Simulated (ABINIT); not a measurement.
Runs of ABINIT 10.8.3 (patched build) on WS2 (Tungstenite). It takes space group P6_3/mmc (No. 194, hexagonal). Conventional cell: a = 3.180 Å, b = 3.180 Å, c = 12.500 Å, α = 90.00°, β = 90.00°, γ = 120.00°. Around W (site symmetry -6m2) lie 6 S at 2.41 Å. S (site symmetry 3m) has 3 W at 2.41 Å as nearest neighbours. 

```tsv
task	level	potentials or basis	k mesh	gap on the mesh (eV)	pressure (GPa)	largest force (eV/Å)
single point	PBEsol	JTH PAW PBE v2.0	8 × 8 × 2	(a)	-2.5	(c)
single point	PBE	JTH PAW PBE v2.0	6 × 6 × 2	1.05	2.3	0.15
single point	PBE	JTH PAW PBE v2.0	8 × 8 × 2	(b)	2.3	0.15
single point	LDA	JTH PAW LDA v2.0	8 × 8 × 2	1.11	-5.8	0.36
single point	LDA	JTH PAW LDA v2.0	6 × 6 × 2	0.97	-5.7	0.35
single point	PBE	JTH PAW PBE v2.0	10 × 10 × 3	1.12	2.3	0.15
single point	PBEsol	JTH PAW PBE v2.0	6 × 6 × 2	1.01	-2.5	0.11
```

Alike in all rows: no spin polarisation; cell as given; cutoff (eV) 544; smearing fermi-dirac 0.05 eV.

Question: Estimate the missing entries.

Answer: (a) 1.15; (b) 1.19; (c) 0.12.

Caveats: spin-orbit coupling is left out, which moves the levels of the heavy elements; this functional lacks dispersion, which binds the layers, so the pressure and a relaxed spacing across them are unreliable (some runs); the PAW data sets were made with another functional, which shifts forces and pressure a little (some runs); an odd mesh through Γ misses points on the zone boundary, where band edges often lie (some runs).

A k mesh can miss the band edges, and the runs leave out spin-orbit coupling on W.

Not every run made on this cell is shown here.
